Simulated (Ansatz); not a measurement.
Mulliken charges of `N=C(N)O` from ωB97M-V/def2-TZVPP in Ansatz (PBE0-D4/def2-TZVP geometry).

```
atom   x (Å)   y (Å)   z (Å)  charge (e)
  N1  -1.033   0.779  -0.425      -0.327
  C2  -0.111   0.017  -0.006       0.290
  N3   1.020   0.497   0.583      -0.236
  O4  -0.074  -1.342  -0.022      -0.279
  H5  -1.838   0.270  -0.773       0.080
  H6   1.175   1.482   0.458       0.149
  H7   1.830  -0.096   0.571       0.136
  H8  -0.877  -1.664  -0.441       0.186
```

Q: By hand: the dipole of these point charges (1 e Å = 4.8032 D).

A: Σ q r = (0.199, -0.073, 0.008) e Å, of length 0.212 e Å = 1.02 D.

Q: How does the dipole of the full density compare? (An estimate is asked.)

A: The calculation gave: (0.167, -0.340, -0.115) e Å, 1.90 D; the point charges give 0.54 times that, at 47° from its direction.

Point charges leave out the atoms' own dipoles, such as those of lone pairs, and Mulliken's split depends on the basis, so the two needn't agree.
